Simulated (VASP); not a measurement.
**BP in VASP 6.6.1, single-point calculation**

INCAR

```
EDIFF = 1E-7
ISMEAR = -1
NELM = 69
GGA = PE
SIGMA = 0.02
LCHARG = .FALSE.
NBANDS = 11
LWAVE = .FALSE.
NSW = 0
ISIF = 2
NELMDL = 0
LASPH = .TRUE.
ENCUT = 520
LREAL = .FALSE.
ISYM = -1
IBRION = -1
PREC = Accurate
```

KPOINTS

```
KPOINTS created by Atomic Simulation Environment
0
Gamma
4 4 4
0 0 0
```

POSCAR

```
B  P
 1.0000000000000000
     0.0000000000000000    2.1775830422000002    2.1775830422000002
     2.1775830422000002    0.0000000000000000    2.1775830422000002
     2.1775830422000002    2.1775830422000002    0.0000000000000000
 B   P
   1   1
Cartesian
  0.0000000000000000  0.0000000000000000  0.0000000000000000
  1.0887915211000003  1.0887915211000003  1.0887915211000003
```

The recommended PBE PAW datasets give the neutral cell 8 valence electrons.

Command

```
mpirun -np 1 vasp_std
```

Problem. Predict the outcome of this run.

Solution. It converged. Results: gap between bands v and c on the k mesh 1.04 eV; least direct gap on the k mesh 3.59 eV; pressure 28.1 GPa. Band v is the last that the valence electrons fill when counted band by band, and c is the next.

OSZICAR

```
N       E                     dE             d eps       ncg     rms          rms(c)
DAV:   1     0.104792426160E+02    0.10479E+02   -0.41656E+03  1416   0.672E+02
DAV:   2    -0.129711183163E+02   -0.23450E+02   -0.22022E+02  1927   0.114E+02
DAV:   3    -0.135737738884E+02   -0.60266E+00   -0.60171E+00  1758   0.157E+01
DAV:   4    -0.135756505714E+02   -0.18767E-02   -0.18765E-02  1636   0.106E+00
DAV:   5    -0.135756589808E+02   -0.84095E-05   -0.84094E-05  1732   0.695E-02    0.865E+00
DAV:   6    -0.126765495498E+02    0.89911E+00   -0.18208E+00  1660   0.630E+00    0.461E+00
DAV:   7    -0.125324069751E+02    0.14414E+00   -0.38676E-01  1912   0.315E+00    0.151E+00
DAV:   8    -0.125227228470E+02    0.96841E-02   -0.34891E-02  1841   0.109E+00    0.245E-01
DAV:   9    -0.125230631005E+02   -0.34025E-03   -0.63657E-04  1603   0.179E-01    0.190E-01
DAV:  10    -0.125232862090E+02   -0.22311E-03   -0.22262E-04  1528   0.973E-02    0.253E-02
DAV:  11    -0.125233057692E+02   -0.19560E-04   -0.30130E-05  1690   0.332E-02    0.517E-02
DAV:  12    -0.125233067030E+02   -0.93374E-06   -0.60059E-06  1615   0.122E-02    0.373E-02
DAV:  13    -0.125233064504E+02    0.25261E-06   -0.27156E-07  1714   0.298E-03    0.129E-02
DAV:  14    -0.125233064976E+02   -0.47217E-07   -0.51556E-08   980   0.113E-03
   1 F= -.12523306E+02 E0= -.12523306E+02  d E =-.316885E-10
```

These settings aren't sound, so the numbers aren't properties of the crystal.

On sound settings PBE gives a gap of 1.06 eV on its mesh and a pressure of 26.6 GPa for the intended cell.
